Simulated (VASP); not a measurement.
# Sb (I4/mmm) in VASP: a series of runs

One crystal, Sb, is run at these levels: r2SCAN; tasks: single point.

All numbers are computed with VASP 6.6.1; they aren't measurements. Logs are shortened: lines on timing, memory, paths and dates and some standing lists are left out, and cuts for length are marked.

### Step 1. Starting point

It takes space group I4/mmm (No. 139, tetragonal). Conventional cell: a = 3.153 Å, b = 3.153 Å, c = 5.424 Å, α = 90.00°, β = 90.00°, γ = 90.00°. Sb (site symmetry 4/mmm) has 12 Sb at 3.15 to 3.51 Å as nearest neighbours.

This isn't the form of Sb at room conditions, which is rhombohedral.

### Step 2. Single point, r2SCAN

Input file INCAR:

```
ADDGRID = False
ALGO = Normal
EDIFF = 1E-6
ENCUT = 500
ISIF = 2
ISMEAR = 0
LASPH = True
LCHARG = False
LMIXTAU = True
LREAL = False
LWAVE = False
METAGGA = R2SCAN
NBANDS = 8
NELM = 100
PREC = Low
SIGMA = 0.05
```

Input file KPOINTS:

```
k-points
0
Gamma
  7 7 7
```

Input file POSCAR:

```
Sb
1.0
   -1.5638750000      1.6131910000      2.7402030000
    1.6104090000     -1.5604430000      2.7365900000
    1.5281950000      1.5247630000     -2.7095380000
Sb
1
Direct
    0.0004760000      0.0218010000      0.0165680000
```

Potentials or basis: VASP PAW PBE potentials, release 64 (Sb).

Launch:

```sh
$ cat potpaw_PBE.64/Sb/POTCAR > POTCAR
$ mpirun -np 1 vasp_std > vasp.out
```

OUTCAR:

```text
EDIFF = 1E-6
   ENCUT = 500
   ISIF = 2
   ISMEAR = 0
   LASPH = True
   LREAL = False
   METAGGA = R2SCAN
   NELM = 100
   PREC = Low

 Found    172 irreducible k-points:

 Following reciprocal coordinates:
            Coordinates               Weight
  0.000000  0.000000  0.000000      1.000000
  0.142857 -0.000000  0.000000      2.000000
  0.285714  0.000000  0.000000      2.000000
  0.428571  0.000000  0.000000      2.000000
 -0.000000  0.142857 -0.000000      2.000000
  0.142857  0.142857  0.000000      2.000000
   k-points           NKPTS =    172   k-points in BZ     NKDIM =    172   number of bands    NBANDS=      8
   number of dos      NEDOS =    301   number of ions     NIONS =      1
   total plane-waves  NPLWV =   8000
   dimension x,y,z NGX =    20 NGY =   20 NGZ =   20
   dimension x,y,z NGXF=    20 NGYF=   20 NGZF=   20
   ions per type =               1
   NGX,Y,Z   is equivalent  to a cutoff of   9.38,  9.40,  9.60 a.u.
   NGXF,Y,Z  is equivalent  to a cutoff of   9.38,  9.40,  9.60 a.u.
 SYSTEM =  unknown system
   PREC   = low       normal or accurate (medium, high low for compatibility)
   ISTART =      0    job   : 0-new  1-cont  2-samecut
   ICHARG =      2    charge: 1-file 2-atom 10-const
   ISPIN  =      1    spin polarized calculation?
   LNONCOLLINEAR =      F non collinear calculations
   LSORBIT =      F    spin-orbit coupling
   LASPH  =      T    aspherical Exc in radial PAW
   ENCUT  =  500.0 eV  36.75 Ry    6.06 a.u.   6.46  6.45  6.32*2*pi/ulx,y,z
   NELM   =    100;   NELMIN=  2; NELMDL= -5     # of ELM steps
   EDIFF  = 0.1E-05   stopping-criterion for ELM
   LREAL  =      F    real-space projection
   EDIFFG = 0.1E-04   stopping-criterion for IOM
   NSW    =      0    number of steps for IOM
   IBRION =     -1    ionic relax: 0-MD 1-quasi-New 2-CG
   NFREE  =      0    steps in history (QN), initial steepest desc. (CG)
   ISIF   =      2    stress and relaxation
   ISYM   =      2    0-nonsym 1-usesym 2-fastsym
   POTIM  = 0.5000    time-step for ionic-motion
   TEBEG  =    0.0;   TEEND  =   0.0 temperature during run
   PSTRESS=    0.0 pullay stress
   NELECT =       5.0000    total number of electrons
   NUPDOWN=      -1.0000    fix difference up-down
   EMIN   =  10.00;   EMAX   =-10.00  energy-range for DOS
   EFERMI =   0.00;   METHOD = LEGACY
   ISMEAR =     0;   SIGMA  =   0.05  broadening in eV -4-tet -1-fermi 0-gaus
   EFERMI_NEDOS =   21; number of points for ismear=-14 and -15
   IALGO  =     38    algorithm
   IMIX   =      4    mixing-type and parameters
     AMIX     =   0.40;   BMIX     =  1.00
     AMIX_MAG =   1.60;   BMIX_MAG =  1.00
  volume/ion in A,a.u.               =      26.96       181.95
  Fermi-wavevector in a.u.,A,eV,Ry     =   0.933573  1.764197 11.858272  0.871558
  Thomas-Fermi vector in A             =   2.060288
   LORBIT       =      0    0 simple, 1 ext, 2 COOP (PROOUT), +10 PAW based schemes
   METAGGA = R2SCAN    functional components
   LHFCALC =     F    Hartree Fock is set to
   AEXX    =    0.0000 exact exchange contribution
   IVDW    =     0    specifies the selected vdW correction
   LEPSILON=     F    determine dielectric tensor
   LRPA    =     F    only Hartree local field effects (RPA)
 non-spin polarized calculation
 Gauss-broadening in eV      SIGMA  =   0.05
  energy-cutoff  :      500.00
  volume of cell :       26.96
 maximum number of plane-waves:       701
   NGX = 13   NGY = 13   NGZ = 13

 number of electron       5.0000008 magnetization

 Free energy of the ion-electron system (eV)
  ---------------------------------------------------
  ext. energy  EPLUGINS =         0.00000000
  ---------------------------------------------------
  free energy    TOTEN  =       -25.24279415 eV

  energy without entropy =      -25.24201552  energy(sigma->0) =      -25.24240483

 E-fermi :   8.3947     XC(G=0): -10.7739

 val. band max:        8.3738490248   @ k =   0.4286   0.1429   0.1429
 cond. band min:       8.4249816221   @ k =   0.0000   0.1429   0.4286
 fundamental gap:      0.0511325972
 Fermi energy:         8.3947470784

 k-point     1 :       0.0000    0.0000    0.0000
  band No.  band energies     occupation
      1      -5.1279      2.00000
      2      13.1634      0.00000
      3      14.2060      0.00000
      4      14.2645      0.00000
      5      18.1227      0.00000
      6      19.3536      0.00000
      7      19.7577      0.00000
      8      19.9569      0.00000

 k-point     2 :       0.1429   -0.0000    0.0000
  band No.  band energies     occupation
      1      -4.7027      2.00000
      2      10.8614      0.00000
      3      12.6473      0.00000
      4      14.1877      0.00000
      5      17.4036      0.00000
      6      18.6424      0.00000
      7      20.1871      0.00000
      8      20.5185      0.00000

 k-point     3 :       0.2857    0.0000    0.0000
  band No.  band energies     occupation
      1      -3.4545      2.00000
      2       6.5308      2.00000
      3      11.3028      0.00000
      4      14.2089      0.00000
      5      15.9111      0.00000
      6      18.6164      0.00000
      7      21.0444      0.00000
      8      22.2750      0.00000

 k-point     4 :       0.4286    0.0000    0.0000
  band No.  band energies     occupation
      1      -1.6481      2.00000
      2       3.0307      2.00000
      3      10.4997      0.00000
      4      14.3370      0.00000
      5      15.1892      0.00000
      6      19.0423      0.00000
      7      20.0012      0.00000
      8      20.6658      0.00000

 k-point     5 :      -0.0000    0.1429   -0.0000
  band No.  band energies     occupation
      1      -4.7019      2.00000
      2      10.8755      0.00000
      3      12.6302      0.00000
      4      14.1877      0.00000
      5      17.3838      0.00000
      6      18.6397      0.00000
      7      20.1759      0.00000
      8      20.5391      0.00000

 k-point     6 :       0.1429    0.1429    0.0000
  band No.  band energies     occupation
      1      -4.0745      2.00000
      2       9.6817      0.00000
      3      10.4801      0.00000
      4      12.3638      0.00000
      5      17.8576      0.00000
      6      18.4659      0.00000
      7      20.6217      0.00000
      8      21.7794      0.00000

 [... further k-points ...]

------------------------ aborting loop because EDIFF is reached ----------------------------------------

  FORCE on cell =-STRESS in cart. coord.  units (eV):
  Direction    XX          YY          ZZ          XY          YZ          ZX
  --------------------------------------------------------------------------------------
  -------------------------------------------------------------------------------------
  Total        0.1240858      0.1251457      0.7690165      0.1047122     -0.0257905     -0.0328506
  in kB        7.3736568      7.4366422     45.6979259      6.2224044     -1.5325736     -1.9521093
  external PRESSURE =      20.1694083 kB  Pullay stress =       0.0000000 kB

 VOLUME and BASIS-vectors are now :
 -----------------------------------------------------------------------------
  energy-cutoff  :      500.00
  volume of cell :       26.96
      direct lattice vectors                 reciprocal lattice vectors
    -1.563875000  1.613191000  2.740203000     0.002055809  0.316948054  0.179518554
     1.610409000 -1.560443000  2.736590000     0.317083613  0.001847581  0.179876686
     1.528195000  1.524763000 -2.709538000     0.322328449  0.322401118 -0.005843793

 POSITION                                       TOTAL-FORCE (eV/Angst)
 -----------------------------------------------------------------------------------
      0.05968     -0.00799      0.01607        -0.000000     -0.000000      0.000000
 -----------------------------------------------------------------------------------
    total drift:                               -0.000006      0.000008     -0.000013

  FREE ENERGIE OF THE ION-ELECTRON SYSTEM (eV)
  ---------------------------------------------------
  free  energy   TOTEN  =       -25.2427941461 eV

  energy  without entropy=      -25.2420155196  energy(sigma->0) =      -25.24240483
```

Wall time 72 s (1 thread of Intel Xeon Platinum 8375C at 2.90GHz (Ice Lake), shared host); peak memory 0.13 GiB.

These settings aren't checked as converged: the numbers below hold their error.

Results:

```
Free energy            : -25.2428 eV
Pressure               : 2.0 GPa
Band gap on the k mesh : none (metal or under the smearing width)
```

Caveat: the k mesh is coarse (spacing up to 0.41 Å⁻¹), so the values aren't converged; the PAW data sets were made with another functional, which shifts forces and pressure a little.

### Step 3. Single point, r2SCAN

INCAR, as its differences from that of step 2:

```diff
@@ -14,3 +14,3 @@
 NELM = 100
-PREC = Low
+PREC = Normal
 SIGMA = 0.05
```

KPOINTS is that of step 2.

Input file POSCAR:

```
Sb
1.0
   -1.5765401831      1.5765401831      2.7119384313
    1.5765401831     -1.5765401831      2.7119384313
    1.5765401831      1.5765401831     -2.7119384313
Sb
1
Direct
    0.0000000000      0.0000000000      0.0000000000
```

Potentials or basis: VASP PAW PBE potentials, release 64 (Sb).

Launch:

```sh
$ cat potpaw_PBE.64/Sb/POTCAR > POTCAR
$ mpirun -np 1 vasp_std > vasp.out
```

OUTCAR:

```text
EDIFF = 1E-6
   ENCUT = 500
   ISIF = 2
   ISMEAR = 0
   LASPH = True
   LREAL = False
   METAGGA = R2SCAN
   NELM = 100
   PREC = Normal

 Found     40 irreducible k-points:

 Following reciprocal coordinates:
            Coordinates               Weight
  0.000000  0.000000  0.000000      1.000000
  0.142857  0.000000 -0.000000      8.000000
  0.285714  0.000000  0.000000      8.000000
  0.428571  0.000000 -0.000000      8.000000
  0.142857  0.142857 -0.000000      8.000000
  0.285714  0.142857  0.000000     16.000000
   k-points           NKPTS =     40   k-points in BZ     NKDIM =     40   number of bands    NBANDS=      8
   number of dos      NEDOS =    301   number of ions     NIONS =      1
   total plane-waves  NPLWV =   8000
   dimension x,y,z NGX =    20 NGY =   20 NGZ =   20
   dimension x,y,z NGXF=    40 NGYF=   40 NGZF=   40
   ions per type =               1
   NGX,Y,Z   is equivalent  to a cutoff of   9.47,  9.47,  9.47 a.u.
   NGXF,Y,Z  is equivalent  to a cutoff of  18.94, 18.94, 18.94 a.u.
 SYSTEM =  unknown system
   PREC   = normal    normal or accurate (medium, high low for compatibility)
   ISTART =      0    job   : 0-new  1-cont  2-samecut
   ICHARG =      2    charge: 1-file 2-atom 10-const
   ISPIN  =      1    spin polarized calculation?
   LNONCOLLINEAR =      F non collinear calculations
   LSORBIT =      F    spin-orbit coupling
   LASPH  =      T    aspherical Exc in radial PAW
[... 61 lines left out ...]
      2      13.3283      0.00000
      3      14.2123      0.00000
      4      14.2123      0.00000
      5      18.1906      0.00000
      6      19.6901      0.00000
      7      19.7546      0.00000
      8      19.7546      0.00000
[... 45 lines left out ...]
 k-point     6 :       0.2857    0.1429    0.0000
  band No.  band energies     occupation
      1      -2.5951      2.00000
      2       6.0132      2.00000
      3       9.7064      0.00000
      4      11.4867      0.00000
      5      16.6115      0.00000
      6      18.3932      0.00000
      7      20.4649      0.00000
      8      21.4681      0.00000

 [... further k-points ...]

------------------------ aborting loop because EDIFF is reached ----------------------------------------

  FORCE on cell =-STRESS in cart. coord.  units (eV):
  Direction    XX          YY          ZZ          XY          YZ          ZX
  --------------------------------------------------------------------------------------
  -------------------------------------------------------------------------------------
  Total        0.0462335      0.0462335      0.9044987      0.0000000     -0.0000000      0.0000000
  in kB        2.7473706      2.7473706     53.7487819      0.0000000     -0.0000000      0.0000000
  external PRESSURE =      19.7478410 kB  Pullay stress =       0.0000000 kB

 VOLUME and BASIS-vectors are now :
 -----------------------------------------------------------------------------
  energy-cutoff  :      500.00
  volume of cell :       26.96
      direct lattice vectors                 reciprocal lattice vectors
    -1.576540183  1.576540183  2.711938431     0.000000000  0.317150178  0.184369967
     1.576540183 -1.576540183  2.711938431     0.317150178  0.000000000  0.184369967
     1.576540183  1.576540183 -2.711938431     0.317150178  0.317150178  0.000000000

 POSITION                                       TOTAL-FORCE (eV/Angst)
 -----------------------------------------------------------------------------------
      0.00000      0.00000      0.00000        -0.000000     -0.000000      0.000000
 -----------------------------------------------------------------------------------
    total drift:                               -0.000000      0.000000     -0.000000

  FREE ENERGIE OF THE ION-ELECTRON SYSTEM (eV)
  ---------------------------------------------------
  free  energy   TOTEN  =       -25.2377024787 eV

  energy  without entropy=      -25.2370822476  energy(sigma->0) =      -25.23739236
```

OSZICAR:

```text
N       E                     dE             d eps       ncg     rms          rms(c)
DAV:   1    -0.167151186830E+02   -0.16715E+02   -0.17809E+03   648   0.420E+02
DAV:   2    -0.257698062998E+02   -0.90547E+01   -0.89157E+01   888   0.540E+01
DAV:   3    -0.258557060390E+02   -0.85900E-01   -0.85852E-01   792   0.617E+00
DAV:   4    -0.258559793617E+02   -0.27332E-03   -0.27332E-03  1016   0.426E-01
DAV:   5    -0.258559796678E+02   -0.30614E-06   -0.30525E-06   792   0.931E-03    0.151E+00
DAV:   6    -0.251206104413E+02    0.73537E+00   -0.12105E-01   728   0.259E+00    0.987E-01
DAV:   7    -0.253460780615E+02   -0.22547E+00   -0.10395E-01   640   0.228E+00    0.113E-01
DAV:   8    -0.252373417645E+02    0.10874E+00   -0.60962E-02   728   0.179E+00    0.782E-02
DAV:   9    -0.252344034074E+02    0.29384E-02   -0.86640E-04   800   0.216E-01    0.101E-01
DAV:  10    -0.252360768363E+02   -0.16734E-02   -0.26766E-03   712   0.363E-01    0.472E-02
DAV:  11    -0.252367290876E+02   -0.65225E-03   -0.86560E-04   832   0.295E-01    0.562E-02
DAV:  12    -0.252374083465E+02   -0.67926E-03   -0.23426E-04   664   0.122E-01    0.367E-02
DAV:  13    -0.252375699764E+02   -0.16163E-03   -0.72452E-05   800   0.715E-02    0.228E-02
DAV:  14    -0.252376942104E+02   -0.12423E-03   -0.13500E-04   672   0.106E-01    0.208E-03
DAV:  15    -0.252377018293E+02   -0.76189E-05   -0.58899E-06   864   0.184E-02    0.182E-03
DAV:  16    -0.252377024787E+02   -0.64944E-06   -0.68599E-07   664   0.775E-03
   1 F= -.25237702E+02 E0= -.25237392E+02  d E =-.620231E-03
```

stdout:

```text
POSCAR found type information on POSCAR Sb
 POSCAR found :  1 types and       1 ions
 scaLAPACK will be used
 -----------------------------------------------------------------------------
|                                                                             |
|                                                                             |
|     You enforced a specific xc type in the INCAR file but a different       |
|     I HOPE YOU KNOW WHAT YOU ARE DOING!                                     |
|                                                                             |
 -----------------------------------------------------------------------------

 LDA part: xc-table for (None), standard interpolation
 POSCAR, INCAR and KPOINTS ok, starting setup
 FFT: planning ... GRIDC
 FFT: planning ... GRID_SOFT
 FFT: planning ... GRID
 WAVECAR not read
 entering main loop
```

Wall time 25 s (1 thread of Intel Xeon Platinum 8375C at 2.90GHz (Ice Lake), shared host); peak memory 0.13 GiB.

The run converged, but some of its settings lie outside the range that counts as converged, so its numbers aren't taken as properties of the crystal.

What came out:

```
Free energy            : -25.2377 eV
Pressure               : 2.0 GPa
Band gap on the k mesh : none (metal or under the smearing width)
```

Caveat: the k mesh is coarse (spacing up to 0.40 Å⁻¹), so the values aren't converged; the PAW data sets were made with another functional, which shifts forces and pressure a little.

### Step 4. Single point, r2SCAN

INCAR is that of step 3.

KPOINTS is that of step 3.

Input file POSCAR:

```
Sb
1.0
   -1.5638750000      1.6131910000      2.7402030000
    1.6104090000     -1.5604430000      2.7365900000
    1.5281950000      1.5247630000     -2.7095380000
Sb
1
Direct
    0.0004760000      0.0218010000      0.0165680000
```

Potentials or basis: VASP PAW PBE potentials, release 64 (Sb).

Launch:

```sh
$ cat potpaw_PBE.64/Sb/POTCAR > POTCAR
$ mpirun -np 1 vasp_std > vasp.out
```

OUTCAR:

```text
EDIFF = 1E-6
   ENCUT = 500
   ISIF = 2
   ISMEAR = 0
   LASPH = True
   LREAL = False
   METAGGA = R2SCAN
   NELM = 100
   PREC = Normal

 Found    172 irreducible k-points:

 Following reciprocal coordinates:
            Coordinates               Weight
  0.000000  0.000000  0.000000      1.000000
  0.142857 -0.000000  0.000000      2.000000
  0.285714  0.000000  0.000000      2.000000
  0.428571  0.000000  0.000000      2.000000
 -0.000000  0.142857 -0.000000      2.000000
  0.142857  0.142857  0.000000      2.000000
[... 142 lines left out ...]
------------------------ aborting loop because EDIFF is reached ----------------------------------------

  FORCE on cell =-STRESS in cart. coord.  units (eV):
  Direction    XX          YY          ZZ          XY          YZ          ZX
  --------------------------------------------------------------------------------------
  -------------------------------------------------------------------------------------
  Total        0.1236573      0.1259955      0.7708279      0.1044280     -0.0258788     -0.0334000
  in kB        7.3481951      7.4871410     45.8055624      6.2055156     -1.5378185     -1.9847547
  external PRESSURE =      20.2136328 kB  Pullay stress =       0.0000000 kB

 VOLUME and BASIS-vectors are now :
 -----------------------------------------------------------------------------
  energy-cutoff  :      500.00
  volume of cell :       26.96
      direct lattice vectors                 reciprocal lattice vectors
    -1.563875000  1.613191000  2.740203000     0.002055809  0.316948054  0.179518554
     1.610409000 -1.560443000  2.736590000     0.317083613  0.001847581  0.179876686
     1.528195000  1.524763000 -2.709538000     0.322328449  0.322401118 -0.005843793

 POSITION                                       TOTAL-FORCE (eV/Angst)
 -----------------------------------------------------------------------------------
      0.05968     -0.00799      0.01607         0.000000      0.000000      0.000000
 -----------------------------------------------------------------------------------
    total drift:                                0.000001      0.000001     -0.000001

  FREE ENERGIE OF THE ION-ELECTRON SYSTEM (eV)
  ---------------------------------------------------
  free  energy   TOTEN  =       -25.2428157004 eV

  energy  without entropy=      -25.2420367183  energy(sigma->0) =      -25.24242621
```

Wall time 59 s (1 thread of Intel Xeon Platinum 8375C at 2.90GHz (Ice Lake), shared host); peak memory 0.15 GiB.

These settings aren't checked as converged: the numbers below hold their error.

Results:

* Free energy: -25.2428 eV
* Pressure: 2.0 GPa
* Band gap on the k mesh: none (metal or under the smearing width)

Caveat: the k mesh is coarse (spacing up to 0.41 Å⁻¹), so the values aren't converged; the PAW data sets were made with another functional, which shifts forces and pressure a little.

### Step 5. The reference run

An earlier run on the cell as given: functional PBEsol; potentials or basis VASP PAW PBE potentials, release 64 (Sb); cutoff 520 eV; k mesh 12 × 12 × 12; occupations fermi-dirac, width 0.05 eV; no spin polarisation.

* Pressure: -1.3 GPa
* Band gap on the k mesh: none (metal or under the smearing width)
